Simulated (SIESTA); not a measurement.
Crystal: CaF2 (Fluorite).

```
CELL_PARAMETERS angstrom
0.00000 2.73100 2.73100
2.73100 0.00000 2.73100
2.73100 2.73100 0.00000
ATOMIC_POSITIONS crystal
Ca 0.00000 0.00000 0.00000
F 0.75000 0.75000 0.75000
F 0.25000 0.25000 0.25000
```

Program: SIESTA 5.4.2. Alike in all runs: task band structure; no spin polarisation; cell as given; k mesh 8 × 8 × 8; smearing fermi-dirac 0.05 eV; grid cutoff 800 Ry; energy shift 0.003 Ry.

Task: Order these runs on this cell by their pressure, lowest first.
A. level PBEsol; potentials or basis PseudoDojo 0.4 standard (PBEsol files), DZP (energy shift 0.003 Ry; two zetas on semicore shells; d shell added on Ca)
B. level LDA; potentials or basis PseudoDojo 0.4 standard (LDA files), DZP (energy shift 0.003 Ry; two zetas on semicore shells; d shell added on Ca)
C. level PBE; potentials or basis PseudoDojo 0.4 standard (PBE files), DZP (energy shift 0.003 Ry; two zetas on semicore shells; d shell added on Ca)

Result: B (-6.4 GPa), A (-1.9 GPa), C (2.3 GPa).

Caveats: the basis of atomic orbitals isn't converged, which shifts pressures, moduli and gaps.
